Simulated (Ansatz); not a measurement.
# Does disorder add resistance in series? Au(111) layers with 12.5 % Pt

Two lengths of the disordered region are known. What area resistance does the third give?

How it was computed: Ansatz 0.2.0, plane waves with PAW datasets at their recommended cutoffs (420 eV for most), Fermi-Dirac smearing; ballistic transmission by layer matching. The area resistance is RA = A (h/2e²)(1/T − 1/N), with T the zone-mean transmission per spin and N the lead's channels, both averaged over a few energies near the Fermi level; for magnets each spin is taken apart, with h/e², and the two conduct in parallel. Lateral cell 2x2, PBE, a fresh random draw for each length.

Results; the value marked ? is to be predicted:

| length (Å) | channels N | RA (fΩ m²) |
| --- | --- | --- |
| 9.42 | 3.210 | 0.165 |
| 18.8 | 3.210 | 0.318 |
| 28.3 | 3.210 | ? |

**Estimate by hand.**

Ohm's law makes RA linear in the length: the slope is (0.318 − 0.165)/(18.8 − 9.42) = 0.0163 fΩ m² per Å, or 16 µΩ cm. Then 0.318 + 0.0163 × 9.42. Predicted: 0.471 fΩ m².

**The withheld run.**

0.473 fΩ m², so the prediction is 0.44 % too low. The three lengths together give 16 µΩ cm. The two increments are 0.15 and 0.16 fΩ m², roughly as Ohm's law has it, though with one draw for each length that is a weak test.

Caveats: The scatterers repeat sideways with the small cell. The slope is a raw one; a model of isotropic scattering puts it 1.08 times the bulk value over these lengths. Atoms sit unrelaxed on the host's lattice, and the pair may not mix at random in practice. Spin-orbit coupling is left out, which matters for Au and Pt.
